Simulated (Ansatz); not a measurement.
Runs of Ansatz 0.2.0 on Ca. Symmetry: Im-3m, No. 229, cubic system. Conventional cell: a = 4.480 Å, b = 4.480 Å, c = 4.480 Å, α = 90.00°, β = 90.00°, γ = 90.00°. Ca (site symmetry m-3m) has 8 Ca at 3.88 Å as nearest neighbours. This isn't the form of Ca at room conditions, which is fcc.

| level | cutoff (eV) | gap on the mesh (eV) | pressure (GPa) | relaxed volume (Å³/atom) |
| --- | --- | --- | --- | --- |
| BLYP | 420 | none | 0.0 | 42.12 |
| revPBE | 420 | none | 0.0 | 44.00 |
| LDA | 420 | none | 0.0 | 37.53 |
| PBEsol | 420 | none | 0.0 | 40.40 |
| r2SCAN | 500 | none | 0.0 | (a) |
| RPBE | 420 | none | 0.0 | (b) |

Alike in all rows: task relaxation of cell and atoms; potentials or basis Ansatz PAW; no spin polarisation; cell relaxed; k mesh 8 × 8 × 8; smearing fermi-dirac 0.05 eV.

Estimate the missing entries.

(a) 43.31; (b) 44.53.

Caveats: the plane-wave basis is chosen anew once the cell has moved, so the energies of steps on either side of that aren't comparable; the PAW data sets come from PBE, with cores solved anew for the run's functional, which leaves a small shift of forces and pressure; the volume moved by over 15 % at a fixed basis, so the end points are rough (some runs).

A gap of «none» marks a metal or a gap under the smearing width.

Runs at the PBE level aren't shown here.
